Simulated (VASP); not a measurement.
Runs of VASP 6.6.1 on Te2Mo. The cell holds a slab with vacuum, 3 atoms: a = 3.560 Å, b = 3.560 Å, c = 17.524 Å, α = 90.00°, β = 90.00°, γ = 120.00°. 

```tsv
task	level	spin	exchange at q = 0	screening parameter	gap on the mesh (eV)	largest force (eV/Å)
band structure	PBE0	off	truncated	-	2.12	0.32
band structure	HSE06	off	-	0.2 1/A	1.47	0.32
band structure	HSE03	off	-	-	(a)	(b)
single point	HSE06	SOC, no magnetisation	-	0.2 1/A	-	0.30
```

Alike in all rows: potentials or basis VASP PAW PBE potentials, release 64 (Te, Mo_sv); cell as given; k mesh 6 × 6 × 1; cutoff (eV) 520; smearing gaussian 0.02 eV.

**Question.** Estimate the missing entries.

**Answer.** (a) 1.32; (b) 0.26.

Caveats: the PAW data sets were made with another functional, which shifts forces and pressure a little; spin-orbit coupling is left out, which moves the levels of the heavy elements (some runs).

A k mesh can miss the band edges, and rows without SOC leave out spin-orbit coupling on Mo, Te.
